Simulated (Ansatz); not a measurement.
```
BeO
1.0
    2.69284     0.00000     0.00000
   -1.34642     2.33207     0.00000
    0.00000     0.00000     4.37281
Be O
2 2
Cartesian
  0.00000   1.55471  -0.00044
  1.34642   0.77736   2.18596
  0.00000   1.55471   1.65118
  1.34642   0.77736   3.83758
```

Calculation: PBEsol, rigid bands (plane waves, PAW, scalar-relativistic; Ansatz, an electronic-structure program). How the cell was made: cell and atoms relaxed with PBEsol.

Q: What conductivity effective mass do dilute holes have at 300 K?

A: 2.7 (x), 2.7 (y), 1.16 (z) mₑ.

Q: What conductivity effective mass do dilute electrons have at 300 K?

A: 0.63 (x), 0.63 (y), 0.56 (z) mₑ.

Q: And the band gap?

A: 7.51 eV at this level; semilocal functionals usually fall short of the measured gap.

Rigid bands, one relaxation time for all states, no polarons. Spin-orbit coupling is left out.
